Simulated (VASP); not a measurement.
## FeCo (Wairauite): equation of state with PBE

FeCo (Wairauite):

```
Co Fe
1.0
     2.85700    0.00000    0.00000
     0.00000    2.85700    0.00000
     0.00000    0.00000    2.85700
Co Fe
1 1
Cartesian
  0.0000 0.0000 0.0000
  1.4285 1.4285 1.4285
```

```
Program             : VASP 6.6.1
Task                : equation of state
Functional          : PBE
Potentials or basis : VASP PAW PBE potentials, release 64 (Co, Fe)
Cutoff              : 520 eV
k mesh              : 9 × 9 × 9
Occupations         : fermi-dirac, width 0.05 eV
Spin                : collinear spin, ferromagnetic start
Starting moments    : [2.0, 3.0] μB
```

* Equilibrium volume: 11.45 Å³/atom
* Bulk modulus: 179 GPa
* Pressure derivative of the bulk modulus: 4.4 (rough: it moves with the points fitted)

Energy against volume, from the lowest point:
```tsv
volume (Å³/atom)	energy (meV/atom)
10.960	12.64
11.194	3.29
11.427	0.00
11.660	2.05
11.893	8.85
12.126	19.95
12.360	34.99
```

All runs of the series together: 3.5 min on 1 thread of Intel(R) Xeon(R) Platinum 8488C (Sapphire Rapids), on a shared host.
